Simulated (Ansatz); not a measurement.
# Eigenvalues along a path: Lu (diamond type)

```xyz
2
Lattice="0.0000 2.7268 2.7268 2.7268 0.0000 2.7268 2.7268 2.7268 0.0000" Properties=species:S:1:pos:R:3 pbc="T T T"
Lu   -0.6817   -0.6817   -0.6817
Lu    0.6817    0.6817    0.6817
```

The cell comes from a relaxation on PAW files under the same functional, begun from a prototype that needn't be the stable phase.

Level of theory: DFT with PBE, scalar-relativistic, in Ansatz 0.2.0; a Γ-centred 10×10×10 k mesh, Fermi–Dirac smearing of 0.08 eV, no spin polarisation. LAPW: all electrons, basis error target 1 meV/atom.

This run: volume at 0.4 of the series' base cell.

Spin–orbit coupling is left out, which matters for the heavy atoms.

Path points, in fractions of the reciprocal vectors: Γ (0.000, 0.000, 0.000), X (0.500, 0.000, 0.500), U (0.625, 0.250, 0.625), K (0.375, 0.375, 0.750), L (0.500, 0.500, 0.500), W (0.500, 0.250, 0.750). The distance column jumps between branches of the path. Levels in eV from the Fermi level; bands 27 to 50, counted from the lowest band of the run. The gap is zero, the pressure 38.4 GPa.

```
# k(1/Å) point b27 b28 b29 b30 b31 b32 b33 b34 b35 b36 b37 b38 b39 b40 b41 b42 b43 b44 b45 b46 b47 b48 b49 b50
0.000 Γ -5.90 -5.66 -5.65 -5.65 -5.65 -5.52 -5.52 -5.52 -5.22 -5.22 -5.22 -5.13 -5.13 -5.13 -5.13 -1.04 -1.04 1.36 1.36 1.36 4.53 4.53 4.53 10.66
0.144 - -5.85 -5.65 -5.65 -5.65 -5.58 -5.52 -5.51 -5.51 -5.24 -5.24 -5.22 -5.15 -5.13 -5.13 -5.13 -1.25 -0.96 1.40 1.40 1.58 4.16 4.48 4.48 10.63
0.288 - -5.80 -5.66 -5.66 -5.64 -5.52 -5.48 -5.48 -5.27 -5.26 -5.26 -5.19 -5.18 -5.14 -5.13 -5.13 -1.73 -0.71 1.49 1.49 2.09 3.26 4.37 4.37 10.16
0.432 - -5.78 -5.68 -5.68 -5.63 -5.52 -5.46 -5.46 -5.30 -5.30 -5.25 -5.23 -5.15 -5.13 -5.13 -4.59 -2.24 -0.31 1.56 1.56 2.17 2.69 4.36 4.36 9.21
0.576 - -5.77 -5.68 -5.68 -5.62 -5.52 -5.45 -5.45 -5.32 -5.32 -5.31 -5.23 -5.18 -5.14 -5.14 -3.78 -2.68 0.22 1.11 1.53 1.53 3.27 4.58 4.58 8.10
0.720 - -5.75 -5.68 -5.68 -5.61 -5.53 -5.47 -5.47 -5.37 -5.32 -5.32 -5.23 -5.20 -5.15 -5.15 -2.97 -2.89 0.30 0.88 1.40 1.40 3.70 5.10 5.10 6.93
0.864 - -5.73 -5.67 -5.67 -5.59 -5.56 -5.52 -5.52 -5.43 -5.30 -5.30 -5.23 -5.23 -5.16 -5.16 -3.09 -2.33 0.12 1.23 1.23 1.66 3.74 5.75 5.87 5.87
1.008 - -5.69 -5.66 -5.66 -5.60 -5.56 -5.56 -5.56 -5.48 -5.27 -5.27 -5.24 -5.24 -5.18 -5.18 -3.01 -2.44 0.91 1.10 1.10 2.55 3.16 4.61 6.75 6.75
1.152 X -5.65 -5.65 -5.65 -5.65 -5.58 -5.58 -5.53 -5.53 -5.26 -5.26 -5.24 -5.24 -5.19 -5.19 -2.77 -2.77 1.06 1.06 2.09 2.09 3.54 3.54 7.31 7.31
1.203 - -5.66 -5.65 -5.64 -5.64 -5.58 -5.58 -5.52 -5.52 -5.27 -5.26 -5.24 -5.23 -5.19 -5.19 -2.78 -2.76 1.03 1.08 2.09 2.10 3.54 3.54 7.26 7.35
1.254 - -5.66 -5.66 -5.64 -5.63 -5.59 -5.57 -5.52 -5.52 -5.28 -5.26 -5.24 -5.23 -5.19 -5.19 -2.81 -2.74 0.95 1.16 2.10 2.11 3.53 3.56 7.14 7.49
1.305 - -5.67 -5.67 -5.64 -5.62 -5.59 -5.56 -5.52 -5.52 -5.29 -5.26 -5.25 -5.22 -5.20 -5.19 -2.85 -2.69 0.82 1.27 2.12 2.13 3.51 3.57 6.95 7.70
1.356 - -5.68 -5.67 -5.64 -5.61 -5.59 -5.54 -5.52 -5.51 -5.30 -5.26 -5.25 -5.21 -5.20 -5.19 -2.90 -2.63 0.65 1.36 2.15 2.19 3.48 3.60 6.72 7.99
1.407 - -5.68 -5.68 -5.64 -5.60 -5.59 -5.52 -5.52 -5.50 -5.31 -5.28 -5.25 -5.21 -5.20 -5.19 -2.94 -2.55 0.46 1.38 2.18 2.35 3.46 3.62 6.47 8.34
1.458 - -5.69 -5.69 -5.65 -5.60 -5.59 -5.51 -5.50 -5.49 -5.33 -5.30 -5.24 -5.21 -5.19 -5.19 -2.98 -2.46 0.25 1.33 2.20 2.61 3.43 3.65 6.21 8.28
1.509 - -5.70 -5.69 -5.65 -5.60 -5.58 -5.51 -5.49 -5.48 -5.34 -5.33 -5.24 -5.21 -5.20 -5.19 -3.00 -2.36 0.04 1.22 2.21 2.93 3.41 3.69 5.95 7.95
1.559 U -5.70 -5.69 -5.65 -5.60 -5.58 -5.50 -5.47 -5.47 -5.36 -5.35 -5.23 -5.21 -5.20 -5.18 -3.01 -2.24 -0.18 1.07 2.21 3.30 3.38 3.72 5.69 7.60
2.265 K -5.70 -5.69 -5.65 -5.60 -5.58 -5.50 -5.47 -5.47 -5.36 -5.35 -5.23 -5.21 -5.20 -5.18 -3.01 -2.24 -0.18 1.07 2.21 3.30 3.38 3.72 5.69 7.60
2.418 - -5.72 -5.69 -5.65 -5.61 -5.57 -5.48 -5.44 -5.43 -5.42 -5.37 -5.22 -5.21 -5.20 -5.17 -2.93 -1.86 -0.79 0.45 2.10 3.35 3.80 4.57 4.95 6.51
2.570 - -5.74 -5.66 -5.66 -5.62 -5.60 -5.44 -5.44 -5.41 -5.40 -5.34 -5.24 -5.22 -5.18 -5.16 -2.83 -1.46 -1.29 -0.16 1.89 3.40 3.82 4.26 5.51 5.94
2.723 - -5.75 -5.67 -5.64 -5.63 -5.62 -5.43 -5.42 -5.41 -5.36 -5.28 -5.25 -5.22 -5.15 -5.15 -3.06 -1.62 -1.16 -0.27 1.71 3.54 3.61 3.69 4.73 7.26
2.876 - -5.77 -5.68 -5.66 -5.63 -5.58 -5.43 -5.41 -5.39 -5.32 -5.26 -5.23 -5.20 -5.15 -5.14 -3.74 -1.76 -1.02 0.30 1.64 3.07 3.37 3.75 4.26 8.48
3.029 - -5.78 -5.67 -5.67 -5.64 -5.55 -5.45 -5.44 -5.34 -5.29 -5.25 -5.19 -5.18 -5.14 -5.13 -4.52 -1.70 -1.00 1.10 1.58 2.82 2.85 4.01 4.15 9.53
3.181 - -5.80 -5.66 -5.66 -5.64 -5.53 -5.48 -5.47 -5.28 -5.26 -5.25 -5.16 -5.16 -5.15 -5.14 -5.13 -1.48 -1.02 1.45 1.48 2.21 3.28 4.27 4.29 10.36
3.334 - -5.85 -5.65 -5.65 -5.65 -5.57 -5.52 -5.51 -5.50 -5.24 -5.23 -5.23 -5.14 -5.14 -5.13 -5.13 -1.19 -1.03 1.39 1.40 1.62 4.13 4.46 4.46 10.66
3.487 Γ -5.90 -5.66 -5.65 -5.65 -5.65 -5.52 -5.52 -5.52 -5.22 -5.22 -5.22 -5.13 -5.13 -5.13 -5.13 -1.04 -1.04 1.36 1.36 1.36 4.53 4.53 4.53 10.66
3.612 - -5.86 -5.65 -5.65 -5.65 -5.60 -5.52 -5.51 -5.51 -5.23 -5.23 -5.23 -5.14 -5.14 -5.13 -5.13 -1.09 -1.09 1.33 1.49 1.49 4.25 4.48 4.48 10.65
3.736 - -5.81 -5.66 -5.66 -5.64 -5.53 -5.49 -5.49 -5.36 -5.25 -5.25 -5.23 -5.15 -5.15 -5.14 -5.13 -1.20 -1.20 1.27 1.79 1.79 3.54 4.39 4.39 10.76
3.861 - -5.79 -5.67 -5.67 -5.64 -5.54 -5.46 -5.46 -5.29 -5.29 -5.26 -5.16 -5.16 -5.14 -5.14 -4.91 -1.29 -1.29 1.22 2.06 2.06 2.61 4.38 4.38 10.72
3.986 - -5.78 -5.67 -5.67 -5.64 -5.55 -5.45 -5.45 -5.32 -5.32 -5.29 -5.17 -5.17 -5.15 -5.14 -4.33 -1.30 -1.30 1.16 1.75 2.06 2.06 4.66 4.66 10.45
4.111 - -5.76 -5.67 -5.67 -5.64 -5.58 -5.47 -5.47 -5.32 -5.32 -5.32 -5.18 -5.18 -5.15 -5.14 -3.69 -1.22 -1.22 0.53 1.68 1.78 1.78 5.24 5.24 10.11
4.235 - -5.74 -5.65 -5.65 -5.63 -5.61 -5.51 -5.51 -5.36 -5.30 -5.30 -5.20 -5.20 -5.15 -5.14 -3.03 -1.07 -1.07 -0.29 1.38 1.38 2.07 5.93 5.93 9.15
4.360 - -5.72 -5.65 -5.63 -5.63 -5.63 -5.56 -5.56 -5.38 -5.28 -5.28 -5.22 -5.22 -5.15 -5.14 -2.39 -1.03 -0.90 -0.90 1.03 1.03 2.57 6.58 6.58 7.94
4.485 L -5.69 -5.69 -5.63 -5.61 -5.61 -5.59 -5.59 -5.39 -5.27 -5.27 -5.22 -5.22 -5.15 -5.14 -1.85 -1.60 -0.82 -0.82 0.88 0.88 2.84 6.88 6.88 7.43
4.587 - -5.69 -5.69 -5.64 -5.61 -5.61 -5.59 -5.58 -5.39 -5.27 -5.27 -5.23 -5.22 -5.15 -5.15 -1.84 -1.71 -0.84 -0.81 0.96 1.09 2.86 6.75 6.77 7.47
4.688 - -5.70 -5.69 -5.64 -5.61 -5.60 -5.58 -5.56 -5.38 -5.29 -5.27 -5.24 -5.22 -5.16 -5.15 -1.98 -1.83 -0.83 -0.74 1.15 1.59 2.94 6.34 6.48 7.57
4.790 - -5.71 -5.69 -5.65 -5.61 -5.59 -5.56 -5.53 -5.38 -5.33 -5.28 -5.26 -5.22 -5.17 -5.15 -2.27 -1.93 -0.65 -0.59 1.39 2.10 3.21 5.71 6.08 7.65
4.892 - -5.71 -5.69 -5.65 -5.61 -5.59 -5.54 -5.49 -5.37 -5.37 -5.29 -5.27 -5.21 -5.19 -5.16 -2.53 -2.12 -0.35 -0.27 1.64 2.37 3.80 4.97 5.63 7.60
4.994 - -5.72 -5.69 -5.65 -5.61 -5.58 -5.52 -5.45 -5.42 -5.37 -5.30 -5.29 -5.21 -5.20 -5.16 -2.71 -2.33 -0.05 0.23 1.85 2.46 4.24 4.46 5.33 7.53
5.096 - -5.71 -5.69 -5.65 -5.61 -5.57 -5.52 -5.45 -5.41 -5.37 -5.31 -5.30 -5.24 -5.19 -5.16 -2.82 -2.53 0.31 0.76 1.98 2.46 3.65 4.32 5.92 7.54
5.198 - -5.71 -5.69 -5.64 -5.62 -5.57 -5.54 -5.44 -5.40 -5.36 -5.31 -5.31 -5.27 -5.18 -5.17 -2.85 -2.70 0.71 1.14 2.04 2.38 3.36 3.85 6.89 7.64
5.299 W -5.70 -5.70 -5.63 -5.63 -5.56 -5.56 -5.41 -5.41 -5.33 -5.33 -5.29 -5.29 -5.18 -5.18 -2.80 -2.80 1.07 1.07 2.21 2.21 3.46 3.46 7.66 7.66
5.371 - -5.70 -5.70 -5.63 -5.63 -5.56 -5.56 -5.42 -5.42 -5.33 -5.33 -5.29 -5.29 -5.18 -5.18 -2.80 -2.80 1.07 1.07 2.21 2.21 3.46 3.46 7.61 7.61
5.443 - -5.70 -5.70 -5.63 -5.63 -5.56 -5.56 -5.44 -5.44 -5.31 -5.31 -5.28 -5.28 -5.18 -5.18 -2.80 -2.80 1.06 1.06 2.19 2.19 3.48 3.48 7.51 7.51
5.515 - -5.69 -5.69 -5.63 -5.63 -5.56 -5.56 -5.47 -5.47 -5.30 -5.30 -5.26 -5.26 -5.18 -5.18 -2.79 -2.79 1.06 1.06 2.17 2.17 3.50 3.50 7.42 7.42
5.587 - -5.69 -5.69 -5.63 -5.63 -5.56 -5.56 -5.49 -5.49 -5.29 -5.29 -5.25 -5.25 -5.19 -5.19 -2.79 -2.79 1.06 1.06 2.14 2.14 3.52 3.52 7.36 7.36
5.659 - -5.68 -5.68 -5.63 -5.63 -5.56 -5.56 -5.51 -5.51 -5.29 -5.29 -5.23 -5.23 -5.19 -5.19 -2.78 -2.78 1.06 1.06 2.12 2.12 3.53 3.53 7.33 7.33
5.731 - -5.67 -5.67 -5.64 -5.64 -5.57 -5.57 -5.52 -5.52 -5.28 -5.28 -5.23 -5.23 -5.19 -5.19 -2.78 -2.78 1.06 1.06 2.11 2.11 3.54 3.54 7.31 7.31
5.803 - -5.66 -5.66 -5.64 -5.64 -5.58 -5.58 -5.52 -5.52 -5.27 -5.27 -5.24 -5.24 -5.19 -5.19 -2.77 -2.77 1.06 1.06 2.10 2.10 3.54 3.54 7.31 7.31
5.875 X -5.65 -5.65 -5.65 -5.65 -5.58 -5.58 -5.53 -5.53 -5.26 -5.26 -5.24 -5.24 -5.19 -5.19 -2.77 -2.77 1.06 1.06 2.09 2.09 3.54 3.54 7.31 7.31
```
